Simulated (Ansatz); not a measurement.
**armchair graphene nanoribbon (N = 9, H edges): bands under strain**

Wanted: the relaxed geometry and the bands of the armchair graphene nanoribbon (N = 9, H edges).

Main program and level: Ansatz 0.2.0; DFT PBE, plane waves, PAW; relaxation of a wire's period, in the first sound run; inputs show where later runs differ.

## 1. The structure

The cell holds 22 atoms: 18 C and 4 H. Cell: a = 18.691 Å, b = 7.000 Å, c = 4.260 Å, α = 90.0°, β = 90.0°, γ = 90.0°. Vacuum lies along a and b. The structure's axis is c.

## 2. Relaxing the period

Band widths follow the bond lengths, so the wire is relaxed first. The atoms and the third cell vector are free; the box across stays fixed as vacuum. A Fermi-Dirac smearing is set since the result may be a metal. The pressure printed is a third of the stress's trace over the whole box, vacuum included; only the stress along the axis is relaxed.

input.yaml reads:

```yaml
crystal:
  lattice:
    - [18.691, 0.0, 0.0]
    - [0.0, 7.0, 0.0]
    - [0.0, 0.0, 4.26]
  atoms:
    - { symbol: C, position: [0.236833084, 0.5, 0.0] }
    - { symbol: C, position: [0.368421129, 0.5, 0.0] }
    - { symbol: C, position: [0.500009174, 0.5, 0.0] }
    - { symbol: C, position: [0.631597219, 0.5, 0.0] }
    - { symbol: C, position: [0.763185264, 0.5, 0.0] }
    - { symbol: C, position: [0.236833084, 0.5, 0.333333333] }
    - { symbol: C, position: [0.368421129, 0.5, 0.333333333] }
    - { symbol: C, position: [0.500009174, 0.5, 0.333333333] }
    - { symbol: C, position: [0.631597219, 0.5, 0.333333333] }
    - { symbol: C, position: [0.763185264, 0.5, 0.333333333] }
    - { symbol: H, position: [0.187255899, 0.5, 0.458920188] }
    - { symbol: H, position: [0.81276245, 0.5, 0.458920188] }
    - { symbol: C, position: [0.302627107, 0.5, 0.5] }
    - { symbol: C, position: [0.434215152, 0.5, 0.5] }
    - { symbol: C, position: [0.565803197, 0.5, 0.5] }
    - { symbol: C, position: [0.697391242, 0.5, 0.5] }
    - { symbol: C, position: [0.302627107, 0.5, 0.833333333] }
    - { symbol: C, position: [0.434215152, 0.5, 0.833333333] }
    - { symbol: C, position: [0.565803197, 0.5, 0.833333333] }
    - { symbol: C, position: [0.697391242, 0.5, 0.833333333] }
    - { symbol: H, position: [0.187255899, 0.5, 0.874413146] }
    - { symbol: H, position: [0.81276245, 0.5, 0.874413146] }
kpoints:
  mp_grid: { grid: [1, 1, 19] }
scf:
  occupations: { method: fermi_dirac, width: 0.05 }
hamiltonian:
  xc: pbe
relax:
  cell: { fix: [a, b, alpha, beta, gamma] }
  max_steps: 45
  f_tol: 0.03
```

Command:

```
$ ansatz run input.yaml --threads 4 --pin off --max-ram 16384MiB --backend cpu --events-out ev --progress --plain --runs-dir out
```

Numbers of over 12 decimals in the logs are rounded to 6 here.

Log:

```text
Engine: ansatz 0.2.0, aarch64-unknown-linux-gnu
Pseudopotentials: kind: paw
Pseudopotential: C, paw, valence charge 4, recommended cutoff 420 eV (normal), C.paw.azcp
Pseudopotential: H, paw, valence charge 1, recommended cutoff 420 eV (normal), H.paw.azcp
Functional definition: PBE
  parameter kappa = 0.804
  parameter beta = 0.066725
  exchange = pbe_x(kappa = kappa, mu = beta*pi^2/3)
  correlation = pbe_c(beta = beta)
Crystal: 22 atoms, lattice volume = 557.366 Å³
Basis set: ecut = 420 eV, 10891 PW (Γ), exchange–correlation on 250×96×60 points (8 copies of the dense FFT grid, shifted against one another)
Bands: 60, of which v1, the nominal top of the filled ones, is band 38 counted from 1 (37 counted from 0)
Symmetry: 8 space group operations
Space group: Pmmm (ITA 47), of the structure as read, at distance tolerance 8.2e-5 Å
k-points: 10 of 19
Non-local potential: C, projectors of the file, l = 0: 2, l = 1: 2, l = 2: 1
Non-local potential: H, projectors of the file, l = 0: 2, l = 1: 1
PAW form: soft (Blöchl's): semilocal exchange-correlation on the pseudo side does not see the compensation charge
PAW one-centre angular grid: C, 110 points (default); XC on 64 Gauss nodes
PAW one-centre angular grid: H, 110 points (default); XC on 64 Gauss nodes
Initial density: superposition of atomic densities (neutral atoms: chi_scale 0, normalization atom), corrected by the library's trained network
Initial wavefunctions: pseudopotential atomic-orbital guess
Functional: x = pbe(κ = 0.804, μ = 0.219515), c = pbe(β = 0.066725)
SCF iter   1: F=—  HF=-4579.983556 eV  |F-HF|=—  |Δ(HF+E_count)|=         —  Δρ=2.54e-3  dr2=1.29e-1  ethr=1.77e-3  ⟨swp⟩=10.3  Hψ=3613  notcnv=0  defer=102
preconditioner: auto → Resta (q_TF=auto, 1.957 Å⁻¹)  ε∞=1.9  [insulator: Δε(μ)=0.681 eV  Ē_g=14.242 eV  σ=0.050 eV  W_gap=1.00  n_scr=76 (ndim 8)  ℏωp=13.7 eV  f_vac=0.613  D(μ)=0.00/eV (n_scr^D=0)  ε∞_Penn≈1.9  vacuum switching on, ρ_ref=1.5e-2 e/Å³]
SCF iter   2: F=—  HF=-4579.961336 eV  |F-HF|=—  |Δ(HF+E_count)|=   2.22e-2  Δρ=2.05e-3  dr2=5.21e-2  ethr=1.69e-4  ⟨swp⟩=2.3  Hψ=982  notcnv=0  defer=144
SCF iter   3: F=—  HF=-4579.953437 eV  |F-HF|=—  |Δ(HF+E_count)|=   7.90e-3  Δρ=9.41e-4  dr2=6.74e-3  ethr=6.86e-5  ⟨swp⟩=2.0  Hψ=745  notcnv=0  defer=144
SCF iter   4: F=—  HF=-4579.953475 eV  |F-HF|=—  |Δ(HF+E_count)|=   3.85e-5  Δρ=3.48e-4  dr2=7.82e-4  ethr=8.87e-6  ⟨swp⟩=2.3  Hψ=838  notcnv=0  defer=144
SCF iter   5: F=—  HF=-4579.954080 eV  |F-HF|=—  |Δ(HF+E_count)|=   6.05e-4  Δρ=9.55e-5  dr2=4.34e-5  ethr=1.03e-6  ⟨swp⟩=2.2  Hψ=846  notcnv=0  defer=144
SCF iter   6: F=—  HF=-4579.954079 eV  |F-HF|=—  |Δ(HF+E_count)|=   1.37e-6  Δρ=3.05e-5  dr2=4.02e-6  ethr=5.71e-8  ⟨swp⟩=2.2  Hψ=962  notcnv=0  defer=144
SCF iter   7: F=—  HF=-4579.954079 eV  |F-HF|=—  |Δ(HF+E_count)|=   7.49e-7  Δρ=6.74e-6  dr2=2.72e-7  ethr=5.29e-9  ⟨swp⟩=2.2  Hψ=775  notcnv=0  defer=144
SCF iter   8: F=-4579.954080 eV  HF=-4579.954079 eV  |F-HF|=7.04e-8  |Δ(HF+E_count)|=   1.16e-7  Δρ=2.64e-6  dr2=2.86e-8  ethr=1.32e-10  ⟨swp⟩=5.0  Hψ=1974  notcnv=0
SCF 1 converged in 8 iterations: F = -4579.954080 eV  dr2 = 2.86e-8
  greatest PAW one-centre occupation: 0.674 electrons in one spin orbital (limit 2), on the C atom at site 8 (counted from 0), in its partial waves of l = 0
relax step   1: F+E_penalty+E_count = -4579.95407955 eV  Δ(F+E_penalty+E_count) = +0.000e0 eV  max|allowed force component| = 2.291e0 eV/Å  Δτ_max = 0.0000 Å  P = +0.562 GPa  Ω = 557.366 Å³  fix = [a, b, alpha, beta, gamma]  reactions: a +0.355, b +0.105 GPa  (8 SCF iters, dr2 threshold 1.00e-7 eV, accepted)
Crystal: 22 atoms, lattice volume = 561.388 Å³
Basis set: ecut = 420 eV, 10979 PW (Γ), exchange–correlation on 250×96×60 points (8 copies of the dense FFT grid, shifted against one another)
Initial density: handed on by an earlier stage of this run
Initial wavefunctions: those handed on with the density
iter 1 solved again at ethr=1.09e-4 eV; its pass at ethr=3.10e-3 eV (dr2=8.25e-2 eV) is discarded
SCF iter   1: F=—  HF=-4580.177693 eV  |F-HF|=—  |Δ(HF+E_count)|=         —  Δρ=4.46e-3  dr2=8.64e-2  ethr=1.09e-4  ⟨swp⟩=5.6  Hψ=2579  notcnv=0
preconditioner: auto → Resta (q_TF=auto, 1.955 Å⁻¹)  ε∞=2.0  [insulator: Δε(μ)=0.745 eV  Ē_g=13.939 eV  σ=0.050 eV  W_gap=1.00  n_scr=76 (ndim 8)  ℏωp=13.7 eV  f_vac=0.617  D(μ)=0.00/eV (n_scr^D=0)  ε∞_Penn≈2.0  vacuum switching on, ρ_ref=1.4e-2 e/Å³]
SCF iter   2: F=—  HF=-4580.158230 eV  |F-HF|=—  |Δ(HF+E_count)|=   1.95e-2  Δρ=1.89e-3  dr2=1.63e-2  ethr=1.09e-4  ⟨swp⟩=2.9  Hψ=1098  notcnv=0
SCF iter   3: F=—  HF=-4580.156937 eV  |F-HF|=—  |Δ(HF+E_count)|=   1.29e-3  Δρ=8.94e-4  dr2=6.36e-3  ethr=2.15e-5  ⟨swp⟩=2.6  Hψ=1040  notcnv=0  defer=2
SCF iter   4: F=—  HF=-4580.156155 eV  |F-HF|=—  |Δ(HF+E_count)|=   7.82e-4  Δρ=3.18e-4  dr2=4.70e-4  ethr=8.36e-6  ⟨swp⟩=2.1  Hψ=772  notcnv=0  defer=2
SCF iter   5: F=—  HF=-4580.156125 eV  |F-HF|=—  |Δ(HF+E_count)|=   2.98e-5  Δρ=9.82e-5  dr2=3.33e-5  ethr=6.18e-7  ⟨swp⟩=2.2  Hψ=835  notcnv=0  defer=2
SCF iter   6: F=-4580.156135 eV  HF=-4580.156134 eV  |F-HF|=7.09e-7  |Δ(HF+E_count)|=   9.06e-6  Δρ=2.14e-5  dr2=1.90e-6  ethr=2.89e-9  ⟨swp⟩=3.6  Hψ=2368  notcnv=0
SCF 2 converged in 6 iterations: F = -4580.156135 eV  dr2 = 1.90e-6
  greatest PAW one-centre occupation: 0.676 electrons in one spin orbital (limit 2), on the C atom at site 9 (counted from 0), in its partial waves of l = 0
relax step   2: F+E_penalty+E_count = -4580.15613519 eV  Δ(F+E_penalty+E_count) = -2.021e-1 eV  max|allowed force component| = 6.604e-1 eV/Å  Δτ_max = 0.0452 Å  P = +0.165 GPa  Ω = 561.388 Å³  energy of the carried Pulay correction = -4.278e-3 eV  fix = [a, b, alpha, beta, gamma]  reactions: a +0.270, b +0.096 GPa  (6 SCF iters, dr2 threshold 2.20e-6 eV, accepted)
Crystal: 22 atoms, lattice volume = 562.072 Å³
Basis set: ecut = 420 eV, 10995 PW (Γ), exchange–correlation on 250×96×60 points (8 copies of the dense FFT grid, shifted against one another)
iter 1 solved again at ethr=1.48e-5 eV; its pass at ethr=3.10e-3 eV (dr2=1.13e-2 eV) is discarded
SCF iter   1: F=—  HF=-4580.176658 eV  |F-HF|=—  |Δ(HF+E_count)|=         —  Δρ=1.65e-3  dr2=1.16e-2  ethr=1.48e-5  ⟨swp⟩=2.6  Hψ=2315  notcnv=0
preconditioner: auto → Resta (q_TF=auto, 1.955 Å⁻¹)  ε∞=2.0  [insulator: Δε(μ)=0.769 eV  Ē_g=13.940 eV  σ=0.050 eV  W_gap=1.00  n_scr=76 (ndim 8)  ℏωp=13.7 eV  f_vac=0.616  D(μ)=0.00/eV (n_scr^D=0)  ε∞_Penn≈2.0  vacuum switching on, ρ_ref=1.4e-2 e/Å³]
SCF iter   2: F=—  HF=-4580.173989 eV  |F-HF|=—  |Δ(HF+E_count)|=   2.67e-3  Δρ=7.03e-4  dr2=2.50e-3  ethr=1.48e-5  ⟨swp⟩=2.0  Hψ=876  notcnv=0
SCF iter   3: F=—  HF=-4580.173722 eV  |F-HF|=—  |Δ(HF+E_count)|=   2.67e-4  Δρ=3.66e-4  dr2=1.06e-3  ethr=3.29e-6  ⟨swp⟩=2.3  Hψ=894  notcnv=0
SCF iter   4: F=—  HF=-4580.173528 eV  |F-HF|=—  |Δ(HF+E_count)|=   1.95e-4  Δρ=9.72e-5  dr2=4.13e-5  ethr=1.39e-6  ⟨swp⟩=2.1  Hψ=754  notcnv=0
SCF iter   5: F=—  HF=-4580.173529 eV  |F-HF|=—  |Δ(HF+E_count)|=   1.58e-6  Δρ=3.00e-5  dr2=4.02e-6  ethr=5.43e-8  ⟨swp⟩=2.1  Hψ=893  notcnv=0
SCF iter   6: F=-4580.173530 eV  HF=-4580.173530 eV  |F-HF|=7.72e-8  |Δ(HF+E_count)|=   5.13e-7  Δρ=7.85e-6  dr2=2.22e-7  ethr=2.89e-9  ⟨swp⟩=4.3  Hψ=1767  notcnv=0
SCF 3 converged in 6 iterations: F = -4580.173530 eV  dr2 = 2.22e-7
  greatest PAW one-centre occupation: 0.678 electrons in one spin orbital (limit 2), on the C atom at site 9 (counted from 0), in its partial waves of l = 0
relax step   3: F+E_penalty+E_count = -4580.17352985 eV  Δ(F+E_penalty+E_count) = -1.739e-2 eV  max|allowed force component| = 7.109e-2 eV/Å  Δτ_max = 0.0143 Å  P = +0.066 GPa  Ω = 562.072 Å³  energy of the carried Pulay correction = -5.003e-3 eV  fix = [a, b, alpha, beta, gamma]  reactions: a -0.024, b +0.094 GPa  (6 SCF iters, dr2 threshold 2.20e-6 eV, accepted)
[...]
relax step   4: F+E_penalty+E_count = -4580.17369968 eV  Δ(F+E_penalty+E_count) = -1.698e-4 eV  max|allowed force component| = 2.266e-2 eV/Å  Δτ_max = 0.0017 Å  P = +0.027 GPa  Ω = 562.227 Å³  energy of the carried Pulay correction = -5.167e-3 eV  fix = [a, b, alpha, beta, gamma]  reactions: a -0.012, b +0.094 GPa  (5 SCF iters, dr2 threshold 3.16e-7 eV, accepted)
Initial wavefunctions: pseudopotential atomic-orbital guess (no wavefunctions were taken with the density)
iter 1 solved again at ethr=3.61e-7 eV; its pass at ethr=3.10e-3 eV (dr2=2.74e-4 eV) is discarded
SCF iter   1: F=—  HF=-4580.178026 eV  |F-HF|=—  |Δ(HF+E_count)|=         —  Δρ=4.99e-5  dr2=1.10e-6  ethr=3.61e-7  ⟨swp⟩=13.6  Hψ=7143  notcnv=0  defer=7
preconditioner: auto → Resta (q_TF=auto, 1.955 Å⁻¹)  ε∞=2.0  [insulator: Δε(μ)=0.781 eV  Ē_g=13.950 eV  σ=0.050 eV  W_gap=1.00  n_scr=76 (ndim 8)  ℏωp=13.7 eV  f_vac=0.616  D(μ)=0.00/eV (n_scr^D=0)  ε∞_Penn≈2.0  vacuum switching on, ρ_ref=1.4e-2 e/Å³]
SCF iter   2: F=—  HF=-4580.178511 eV  |F-HF|=—  |Δ(HF+E_count)|=   4.85e-4  Δρ=2.53e-5  dr2=2.71e-7  ethr=1.44e-9  ⟨swp⟩=3.4  Hψ=1312  notcnv=0  defer=6
SCF iter   3: F=—  HF=-4580.178788 eV  |F-HF|=—  |Δ(HF+E_count)|=   2.77e-4  Δρ=2.47e-6  dr2=1.68e-8  ethr=3.57e-10  ⟨swp⟩=2.4  Hψ=934  notcnv=0  defer=7
SCF iter   4: F=—  HF=-4580.178791 eV  |F-HF|=—  |Δ(HF+E_count)|=   3.07e-6  Δρ=5.75e-7  dr2=2.14e-9  ethr=2.21e-11  ⟨swp⟩=2.0  Hψ=798  notcnv=0  defer=7
SCF iter   5: F=—  HF=-4580.178791 eV  |F-HF|=—  |Δ(HF+E_count)|=   1.31e-9  Δρ=3.38e-7  dr2=2.49e-9  ethr=2.82e-12  ⟨swp⟩=2.6  Hψ=939  notcnv=0  defer=7
SCF iter   6: F=-4580.178791 eV  HF=-4580.178791 eV  |F-HF|=4.38e-9  |Δ(HF+E_count)|=  4.17e-10  Δρ=9.54e-8  dr2=7.86e-11  ethr=1.00e-12  ⟨swp⟩=3.7  Hψ=2129  notcnv=0
SCF 5 converged in 6 iterations: F = -4580.178791 eV  dr2 = 7.86e-11
relax step   5: F+E_penalty+E_count = -4580.17879119 eV  Δ(F+E_penalty+E_count) = -5.092e-3 eV  max|allowed force component| = 2.344e-2 eV/Å  Δτ_max = 0.0000 Å  P = +0.039 GPa  Ω = 562.227 Å³  fix = [a, b, alpha, beta, gamma]  reactions: a -0.015, b +0.117 GPa  stress off target by 1.41e-2 GPa on what of the cell is left free  SCF on the basis re-selected at this cell (its energy is not comparable with the rows above)  (6 SCF iters)
basis re-selected at this cell: Δ(F+E_penalty+E_count) = -5.092e-3 eV, ΔP = +0.012 GPa vs the last step (what re-selecting the basis moved, of the pressure what is left beyond the Pulay correction that the steps carried, after the strain that the cell walked since its last selection, with what the two solves' SCF thresholds leave and, on support functions, any second-order correction that the steps lacked; it is no m [...]
SCF converged after 6 iterations
Free energy (F): -4580.178791 eV
Harris-Foulkes:  -4580.178791 eV  (|F-HF|=4.38e-9)
Internal energy: -4580.178752 eV  (E = F + TS)
E sigma→0 (E₀):  -4580.178772 eV
Entropy (-TS):   -0.000039 eV (-0.002 meV/atom)
Fermi energy:    -0.681541 eV
--- Per-component energies (eV) ---
  E_band       = -728.722637
  E_kinetic    = 1687.033160
  E_local      = -15627.896842  (includes V_loc(G=0)·N_el)
  E_nonlocal   = 498.385826
  E_hartree    = 6976.108713
  E_xc         = -898.156988
  E_vxc        = -1113.377169  (∫ρ·V_xc dr)
  E_paw        = -1790.316090  (= ΣΔE_a)
  E_vpaw       = -125.079457  (= ΣTr[D̂ρ^β])
  E_aug_tail   = -0.005425  (compensation charges beyond the density's cutoff)
  E_ewald      = 4574.668893
  E_smearing   = -0.000039  (= −TS)
  E_closure    = -0.000000  (closes the sum)
  Σ components = -4580.178791   (vs F -4580.178791, Δ=0.00e0)
--- Forces (eV/Å), atoms counted from 1 ---
  atom   1  C     -0.00192435     0.00000000    -0.00343174
  atom   2  C     -0.00822899    -0.00000000    -0.00665326
  atom   3  C      0.00000000     0.00000000    -0.02233166
  atom   4  C      0.00822899    -0.00000000    -0.00665326
  atom   5  C      0.00192435     0.00000000    -0.00343174
  atom   6  C     -0.00192435     0.00000000     0.00343174
  atom   7  C     -0.00822899    -0.00000000     0.00665326
  atom   8  C      0.00000000     0.00000000     0.02233166
  atom   9  C      0.00822899    -0.00000000     0.00665326
  atom  10  C      0.00192435     0.00000000     0.00343174
  atom  11  H      0.00404035    -0.00000000     0.00077687
  atom  12  H     -0.00404035    -0.00000000     0.00077687
  atom  13  C      0.00159814     0.00000000    -0.02343743
  atom  14  C      0.00899957     0.00000000    -0.00771992
  atom  15  C     -0.00899957     0.00000000    -0.00771992
  atom  16  C     -0.00159814     0.00000000    -0.02343743
  atom  17  C      0.00159814     0.00000000     0.02343743
  atom  18  C      0.00899957     0.00000000     0.00771992
  atom  19  C     -0.00899957     0.00000000     0.00771992
  atom  20  C     -0.00159814     0.00000000     0.02343743
  atom  21  H      0.00404035     0.00000000    -0.00077687
  atom  22  H     -0.00404035     0.00000000    -0.00077687
  max |Σ_I F_I| component: 3.90e-18 eV/Å
--- Stress (GPa, compression-positive) ---
       -0.014664       0.000000       0.000000
        0.000000       0.117065       0.000000
        0.000000       0.000000       0.014068
  P = ⅓ Tr σ = 0.0388 GPa (0.388 kbar)
--- Relaxed structure (4 steps of the walk, 4 accepted, 1 SCFs on fresh bases) ---
  F+E_penalty+E_count = -4580.17879119 eV   max|allowed force component| = 2.344e-2 eV/Å   (the final SCF, on the basis selected at the relaxed cell)
  cell:  # Å, volume = 562.2270 Å³
    - [18.691, 0.0, 0.0]
    - [0.0, 7.0, 0.0]
    - [0.0, 0.0, 4.297156]
  atoms:
    - { symbol: C, position: [0.237912, 0.5, 0.00690438] }
    - { symbol: C, position: [0.367996, 0.5, 8.553426907605824e-5] }
    - { symbol: C, position: [0.5, 0.5, -0.00066706] }
    - { symbol: C, position: [0.632004, 0.5, 8.553426907605823e-5] }
    - { symbol: C, position: [0.762088, 0.5, 0.00690438] }
    - { symbol: C, position: [0.237912, 0.5, 0.326429] }
    - { symbol: C, position: [0.367996, 0.5, 0.333248] }
    - { symbol: C, position: [0.5, 0.5, 0.334000] }
    - { symbol: C, position: [0.632004, 0.5, 0.333248] }
    - { symbol: C, position: [0.762088, 0.5, 0.326429] }
    - { symbol: H, position: [0.186618, 0.5, 0.445960] }
    - { symbol: H, position: [0.813382, 0.5, 0.445960] }
    - { symbol: C, position: [0.302220, 0.5, 0.498676] }
    - { symbol: C, position: [0.434274, 0.5, 0.500611] }
    - { symbol: C, position: [0.565726, 0.5, 0.500611] }
    - { symbol: C, position: [0.697780, 0.5, 0.498676] }
    - { symbol: C, position: [0.302220, 0.5, 0.834657] }
    - { symbol: C, position: [0.434274, 0.5, 0.832723] }
    - { symbol: C, position: [0.565726, 0.5, 0.832723] }
    - { symbol: C, position: [0.697780, 0.5, 0.834657] }
    - { symbol: H, position: [0.186618, 0.5, 0.887374] }
    - { symbol: H, position: [0.813382, 0.5, 0.887374] }
```

Elapsed: 30 s, on 4 threads of Arm Neoverse V1, shared host; peak memory 1.2 GiB.

Step by step:

| step | energy less that of the first step (eV) | largest force component (eV/Å) | pressure (GPa) | volume (Å³) |
| --- | --- | --- | --- | --- |
| 1 | 0.0000 | 2.2906 | 0.56 | 557.37 |
| 2 | -0.2021 | 0.6604 | 0.17 | 561.39 |
| 3 | -0.2194 | 0.0711 | 0.07 | 562.07 |
| 4 | -0.2196 | 0.0227 | 0.03 | 562.23 |
| 5* | -0.2247 | 0.0234 | 0.04 | 562.23 |

Relaxation steps marked * repeat the geometry before them on a plane-wave basis chosen anew for their cell, so energy and pressure can jump there.

Forces are held to the 8 operations that the run works with; a distortion that breaks them can't arise in this run.

| cell as run | before | after | change |
| --- | --- | --- | --- |
| c (Å) | 4.260 | 4.297 | +0.9 % |

The atoms that moved most (Å, along periodic axes as changes of fractional coordinates times the final cell, across vacuum about the mean position):

| atom | dx | dy | dz | length |
| --- | --- | --- | --- | --- |
| H11 | -0.012 | 0.000 | -0.056 | 0.057 |
| H12 | 0.012 | 0.000 | -0.056 | 0.057 |
| H21 | -0.012 | 0.000 | 0.056 | 0.057 |
| H22 | 0.012 | 0.000 | 0.056 | 0.057 |
| C1 | 0.020 | 0.000 | 0.030 | 0.036 |
| C6 | 0.020 | 0.000 | -0.030 | 0.036 |
| C5 | -0.020 | 0.000 | 0.030 | 0.036 |
| C10 | -0.020 | 0.000 | -0.030 | 0.036 |

This step gave:

```
cell length along the wire : 4.297 Å
```

The cell's length comes to 4.297 Å with spin left out.

(Continued in part 2 of 3.)

[Logs are printed without paths, hosts, clocks, repeated set-up lines and the standing remarks that a program may print on its own settings, such as how far it seeks lower states.]

[Hosts, paths, dates, database ids (printed as entryN), source tags and the programs' standing remarks are cut or masked in the printed files.]
